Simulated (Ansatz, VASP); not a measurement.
# NaF in VASP and in Ansatz

Contents of POSCAR:

```
NaF
1.0
    2.7934851974      0.0000000000      0.0000000000
    0.0000000000      2.7934851974      0.0000000000
    0.0000000000      0.0000000000      2.7934851974
Na F
1 1
Direct
    0.0000000000      0.0000000000      0.0000000000
    0.5000000000      0.5000000000      0.5000000000
```

The input INCAR.step1:

```
SYSTEM = NaF
PREC     = Accurate       ! precision mode
ENCUT    = 520            ! plane-wave cutoff, eV
ISMEAR   = 0              ! smearing method
SIGMA    = 0.01           ! smearing width, eV
LREAL    = .False.        ! projectors in reciprocal space
LASPH    = .True.         ! aspherical terms in the spheres
NELM     = 60             ! most SCF steps
NBANDS   = 14             ! bands
GGA      = PE             ! functional
ALGO     = Normal         ! electronic algorithm
EDIFF    = 1E-4           ! SCF threshold, eV
LWAVE    = .True.         ! write WAVECAR
LCHARG   = .False.        ! write CHGCAR
```

Contents of INCAR.step2:

```
SYSTEM = NaF
PREC     = Accurate       ! precision mode
ENCUT    = 520            ! plane-wave cutoff, eV
EDIFF    = 1E-7           ! SCF threshold, eV
ISMEAR   = 0              ! smearing method
SIGMA    = 0.01           ! smearing width, eV
LREAL    = .False.        ! projectors in reciprocal space
LASPH    = .True.         ! aspherical terms in the spheres
NELM     = 60             ! most SCF steps
ALGO     = Normal         ! electronic algorithm
ISIF     = 2              ! what is computed and relaxed
LWAVE    = .False.        ! write WAVECAR
LCHARG   = .False.        ! write CHGCAR
METAGGA  = R2SCAN         ! meta-GGA
LMIXTAU  = .True.       
NBANDS   = 14             ! bands
ISTART   = 1
```

Contents of KPOINTS:

```
regular mesh
0
Gamma
  8 8 8
  0 0 0
```

Input for Ansatz:

```yaml
crystal:
  lattice:
    - [2.7934851974, 0.0, 0.0]
    - [0.0, 2.7934851974, 0.0]
    - [0.0, 0.0, 2.7934851974]
  atoms:
    - { symbol: Na, position: [0.0, 0.0, 0.0] }
    - { symbol: F, position: [0.5, 0.5, 0.5] }
kpoints:
  mp_grid: { grid: [8, 8, 8] }
hamiltonian:
  xc: r2scan
scf:
  occupations: { method: fixed }
  n_extra_bands: 4
output:
  forces: true
  stress: true
  eigenvalues: true
```

Alike in both runs: task single point; functional r2SCAN; k mesh 8 × 8 × 8; no spin polarisation.

```csv
,VASP,Ansatz
version,VASP 6.6.1,Ansatz 0.2.0
potentials or method,"VASP PAW PBE potentials, release 64 (Na_pv, F)","plane waves, PAW"
plane-wave cutoff (eV),520,500
occupations,"gaussian, width 0.01 eV",fixed
valence electrons in the cell,14,16
```

|  | VASP | Ansatz | Ansatz less VASP |
| --- | --- | --- | --- |
| gap on the k mesh at the Fermi level (eV) | 7.11 | 7.06 | -0.057 |
| pressure (GPa) | -0.9 | 0.0 | +0.87 |

The two sets of potentials don't hold the same shells in valence.

Caveats: the PAW data sets were made with another functional, which shifts forces and pressure a little (VASP). A k mesh can miss the band edges.
